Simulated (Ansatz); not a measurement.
**Mn: one candidate structure**

Aim: relax Mn from this start, structure listed in a database for this formula (P4_132, No. 213), and see where it ends.

Computed with Ansatz 0.2.0 (DFT PBE, scalar-relativistic, plane waves, PAW, unless a step's input says otherwise).

## Step 1: The system as given

Symmetry: P4_132, No. 213, cubic system. The conventional cell has a = 6.706 Å, b = 6.706 Å, c = 6.706 Å, α = 90.00°, β = 90.00°, γ = 90.00°. Mn (site symmetry 3) is surrounded by 12 Mn at 2.56 to 2.86 Å. Around Mn (site symmetry 2) lie 12 Mn at 2.66 to 2.89 Å.

Structure file:

```
Mn
1.0
     6.70556    0.00000    0.00000
     0.00000    6.70556    0.00000
     0.00000    0.00000    6.70556
Mn
20
Direct
  0.05386 0.05386 0.05386
  0.30386 0.19614 0.80386
  0.80386 0.30386 0.19614
  0.19614 0.80386 0.30386
  0.44614 0.94614 0.55386
  0.55386 0.44614 0.94614
  0.94614 0.55386 0.44614
  0.69614 0.69614 0.69614
  0.12500 0.19910 0.44910
  0.37500 0.80090 0.94910
  0.87500 0.69910 0.05090
  0.19910 0.44910 0.12500
  0.80090 0.94910 0.37500
  0.05090 0.87500 0.69910
  0.44910 0.12500 0.19910
  0.30090 0.55090 0.62500
  0.94910 0.37500 0.80090
  0.55090 0.62500 0.30090
  0.69910 0.05090 0.87500
  0.62500 0.30090 0.55090
```

(A quick probe on a coarse mesh, which set the mesh and smearing, is not shown.)

## Step 3: A loose first relaxation

The input, input.yaml:

```yaml
crystal:
  lattice:
    - [6.7055645183, 0.0, 0.0]
    - [0.0, 6.7055645183, 0.0]
    - [0.0, 0.0, 6.7055645183]
  atoms:
    - { symbol: Mn, position: [0.05386113, 0.05386113, 0.05386113], spin: -3.03 }
    - { symbol: Mn, position: [0.30386113, 0.19613887, 0.80386113], spin: -3.03 }
    - { symbol: Mn, position: [0.80386113, 0.30386113, 0.19613887], spin: -3.03 }
    - { symbol: Mn, position: [0.19613887, 0.80386113, 0.30386113], spin: -3.03 }
    - { symbol: Mn, position: [0.44613887, 0.94613887, 0.55386113], spin: -3.03 }
    - { symbol: Mn, position: [0.55386113, 0.44613887, 0.94613887], spin: -3.03 }
    - { symbol: Mn, position: [0.94613887, 0.55386113, 0.44613887], spin: -3.03 }
    - { symbol: Mn, position: [0.69613887, 0.69613887, 0.69613887], spin: -3.03 }
    - { symbol: Mn, position: [0.125, 0.19909659, 0.44909659], spin: 3.55 }
    - { symbol: Mn, position: [0.375, 0.80090341, 0.94909659], spin: 3.55 }
    - { symbol: Mn, position: [0.875, 0.69909659, 0.05090341], spin: 3.55 }
    - { symbol: Mn, position: [0.19909659, 0.44909659, 0.125], spin: 3.55 }
    - { symbol: Mn, position: [0.80090341, 0.94909659, 0.375], spin: 3.55 }
    - { symbol: Mn, position: [0.05090341, 0.875, 0.69909659], spin: 3.55 }
    - { symbol: Mn, position: [0.44909659, 0.125, 0.19909659], spin: 3.55 }
    - { symbol: Mn, position: [0.30090341, 0.55090341, 0.625], spin: 3.55 }
    - { symbol: Mn, position: [0.94909659, 0.375, 0.80090341], spin: 3.55 }
    - { symbol: Mn, position: [0.55090341, 0.625, 0.30090341], spin: 3.55 }
    - { symbol: Mn, position: [0.69909659, 0.05090341, 0.875], spin: 3.55 }
    - { symbol: Mn, position: [0.625, 0.30090341, 0.55090341], spin: 3.55 }
basis:
  ecutwfc: 420
kpoints:
  mp_grid: { grid: [4, 4, 4] }
hamiltonian:
  xc: pbe
scf:
  occupations: { method: gaussian, width: 0.1 }
  lower_state_search: "off"
output:
  forces: true
  stress: true
  eigenvalues: true
  populations: true
magnetization:
  spin_polarized: true
relax:
  adjacent_minimum: "off"
  f_tol: 0.04
  max_steps: 70
  cell: { stress_tol: 0.4 }
```

Further runs follow: the relaxation.

**Question.** What will these runs give?

As calculated:

| quantity | value |
| --- | --- |
| cell | a = 6.018 Å, b = 6.018 Å, c = 6.018 Å, α = 90.00°, β = 90.00°, γ = 90.00° |
| space group | P4_132 (No. 213) |
| volume | 10.90 Å³/atom |
| gap on the mesh | none (metal) |
| largest moment | 0.31 μB |

What this shows: The space group stayed P4_132, and from the first guess the volume went from 15.08 to 10.90 Å³/atom.
